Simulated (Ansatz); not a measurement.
Relaxing Li

The calculation used DFT PBE, scalar-relativistic, plane waves, PAW (Ansatz 0.2.0). Cutoff 420 eV, Γ-centred k mesh, Gaussian smearing, no spin polarisation in the final step.

The start is a random cell of Li with space group P6_5 (No. 170), drawn with lower limits on the distances.

```
CELL_PARAMETERS angstrom
5.08093 0.00000 0.00000
-2.54047 4.40022 0.00000
0.00000 0.00000 6.72705
ATOMIC_POSITIONS crystal
Li 0.25000 0.66667 0.75000
Li 0.33333 0.58333 0.41667
Li 0.41667 0.75000 0.08333
Li 0.58333 0.25000 0.58333
Li 0.66667 0.41667 0.91667
Li 0.75000 0.33333 0.25000
```

Cell and atoms relax at zero pressure; the relaxation can't lower the symmetry of the start. After a coarse first stage the cell is made exact in the group found at 0.06 Å.

Energies count from the standard state of Li at the same level.

Problem. What does it relax into?

Solution. It ends in P6_422 (No. 181). Conventional cell: a = 5.443 Å, c = 2.968 Å. Li is coordinated by 6 Li at 2.90–2.97 Å and 4 Li at 3.36 Å.

```cif
data_structure
_symmetry_space_group_name_H-M 'P6_422'
_symmetry_Int_Tables_number 181
_cell_length_a 5.4430
_cell_length_b 5.4430
_cell_length_c 2.9676
_cell_angle_alpha 90.000
_cell_angle_beta 90.000
_cell_angle_gamma 120.000
_cell_volume 76.14
loop_
_atom_site_label
_atom_site_type_symbol
_atom_site_symmetry_multiplicity
_atom_site_Wyckoff_symbol
_atom_site_fract_x
_atom_site_fract_y
_atom_site_fract_z
_atom_site_occupancy
Li1 Li 3 d 0.00000 0.50000 0.83333 1
```

Problem. What are its volume, energy, density and gap?

Solution. The volume per atom is 25.38 Å³, the density is 0.45 g/cm³ and the energy over the standard structure is 0.18 eV/atom. The gap on the 12×12×16 mesh is 0 eV (a metal).

The final run used a 12×12×16 mesh on its 3-atom cell and 0.10 eV smearing. The k mesh leaves about 4 meV/atom of noise in metals. A structure relaxed within its symmetry needn't be a true minimum.